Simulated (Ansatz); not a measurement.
Crystal: Ag.

```xyz
2
Lattice="2.9300 0.0000 0.0000 -1.4650 2.5375 0.0000 0.0000 0.0000 4.7900" Properties=species:S:1:pos:R:3 pbc="T T T"
Ag    1.4650    0.8458    3.5925
Ag    0.0000    1.6916    1.1975
```

This isn't the form of Ag at room conditions, which is fcc.

- Program: Ansatz 0.2.0
- Task: single point
- Functional: PBEsol
- Potentials or basis: all-electron LAPW, scalar-relativistic
- Cutoff: 233 eV (chosen from the basis error)
- Basis error allowed: 0.001 eV/atom
- k mesh: 10 × 10 × 6
- Occupations: fermi-dirac, width 0.05 eV
- Spin: no spin polarisation

On this cell: pressure -6.1 GPa; largest force under 0.003 eV/Å; band gap on the k mesh none (metal or under the smearing width).

The same run follows on a disturbed copy (atoms moved at random, drawn with an rms of 0.05 Å):

```
CELL_PARAMETERS angstrom
2.93000 0.00000 0.00000
-1.46500 2.53745 0.00000
0.00000 0.00000 4.79000
ATOMIC_POSITIONS crystal
Ag 0.68483 0.35008 0.74689
Ag 0.33791 0.67266 0.25057
```

What changes?

The energy (extrapolated to zero smearing) moves by +0.6 meV/atom; pressure -6.1 GPa; largest force 0.083 eV/Å; band gap on the k mesh none (metal or under the smearing width).

Forces in eV/Å, atoms in the order of the input:
```
Ag  -0.020 -0.021  0.078
Ag   0.020  0.021 -0.078
```

Stress tensor (GPa, compression positive):
```
-5.78  0.13 -0.02
 0.13 -6.06 -0.02
-0.02 -0.02 -6.49
```
